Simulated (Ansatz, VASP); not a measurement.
## BP: VASP beside Ansatz

File POSCAR:

```
BP
1.0
    0.0000000000      1.8583756686      1.8583756686
    1.8583756686      0.0000000000      1.8583756686
    1.8583756686      1.8583756686      0.0000000000
B P
1 1
Direct
    0.0000000000      0.0000000000      0.0000000000
    0.2500000000      0.2500000000      0.2500000000
```

File INCAR.step1:

```
PREC = Accurate
ENCUT = 520
ISMEAR = -1
SIGMA = 0.08
LREAL = False
LASPH = True
NELM = 100
NBANDS = 11
GGA = PE
ALGO = Normal
EDIFF = 1E-4
LWAVE = True
LCHARG = False
```

Contents of INCAR.step2:

```
PREC = Accurate
ENCUT = 520
EDIFF = 1E-7
ISMEAR = -1
SIGMA = 0.08
LREAL = False
LASPH = True
NELM = 100
ALGO = Normal
ISIF = 2
LWAVE = False
LCHARG = False
METAGGA = R2SCAN
LMIXTAU = True
NBANDS = 11
ISTART = 1
```

The input KPOINTS:

```
regular mesh
0
Gamma
  16 16 16
```

Input for Ansatz:

```yaml
crystal:
  lattice:
    - [0.0, 1.8583756686, 1.8583756686]
    - [1.8583756686, 0.0, 1.8583756686]
    - [1.8583756686, 1.8583756686, 0.0]
  atoms:
    - { symbol: B, position: [0.0, 0.0, 0.0] }
    - { symbol: P, position: [0.25, 0.25, 0.25] }
kpoints:
  mp_grid: { grid: [16, 16, 16] }
  band_path:
    path:
      - [0.0, 0.0, 0.0]
      - [-0.5, -0.5, 0.0]
      - [-0.375, -0.375, 0.25]
      - [-0.375, 0.0, 0.375]
      - [0.0, 0.0, 0.0]
      - [0.0, 0.0, 0.5]
      - [-0.5, -0.25, 0.25]
      - [-0.5, -0.5, 0.0]
    npoints: 8
scf:
  occupations: { method: fermi_dirac, width: 0.08 }
hamiltonian:
  xc: r2scan
  pseudopotentials: { kind: paw }
output:
  forces: true
  stress: true
  eigenvalues: true
  populations: true
  dos: { projected: true, de: 0.2, e_range: [-14, 8] }
  write_density: true
  write_potential: true
  elf: true
  volumetric_format: npy
```

Change from the starting cell: volume scaled by 0.55, PAW files.

Alike in both runs: task single point; functional r2SCAN; k mesh 16 × 16 × 16; occupations fermi-dirac, width 0.08 eV; no spin polarisation.

|  | VASP | Ansatz |
| --- | --- | --- |
| version | VASP 6.6.1 | Ansatz 0.2.0 |
| potentials or method | VASP PAW PBE potentials, release 64 (B, P) | PAW with Ansatz's default frozen-core files, scalar-relativistic |
| plane-wave cutoff (eV) | 520 | 500 |
| valence electrons in the cell | 8 | 8 |

```csv
,VASP,Ansatz,Ansatz less VASP
pressure (GPa),293.6,295.5,+1.85
```

Caveats: the cell as given lies far from equilibrium; so large a pressure means that the cell lies far from this level's equilibrium, or that cutoff or potentials fall short (VASP); the potentials were made for another functional, which shifts forces and pressure (VASP).
